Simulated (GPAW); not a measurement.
A run of GPAW 26.7.0:

run.py

```python
from ase import Atoms
from ase.dft.bandgap import bandgap
from ase.io import write
from gpaw import GPAW, PW

atoms = Atoms(['Mg', 'O'],
              cell=[[2.9380209034, 0.0, 0.0],
                    [-1.4690104517, 2.5444007392, 0.0],
                    [0.0, 0.0, 2.67968]],
              scaled_positions=[[0.0, 0.0, 0.0],
                                [0.3333333333, 0.6666666667, 0.5]],
              pbc=True)

calc = GPAW(mode=PW(800),
            xc='TB09',
            kpts={'size': (8, 8, 8), 'gamma': True},
            occupations={'name': 'fermi-dirac', 'width': 0.05},
            nbands=16,
            convergence={'density': 1e-05, 'energy': 1e-05},
            eigensolver='cg',
            maxiter=150,
            txt='gpaw.txt')
atoms.calc = calc
energy = atoms.get_potential_energy()
calc.write('gs.gpw')
write('result.traj', atoms)
print('Fermi level:', round(calc.get_fermi_level(), 4), 'eV')
print(f'Gap: {bandgap(calc)[0]:.4f} eV, direct: {bandgap(calc, direct=True)[0]:.4f} eV')
```

Potentials or basis: GPAW PAW data sets for LDA (gpaw-data 1.2.1), pw.

The run is started by

```bash
$ OMP_NUM_THREADS=1 python run.py
```

Hardware: 1 thread of Arm Neoverse V2, on a shared host.

Q: Estimate the wall time of this run.

A: Run time: 67 s on 1 thread of Arm Neoverse V2, on a shared host, peak memory 0.2 GiB. Counts: scf iterations 64.
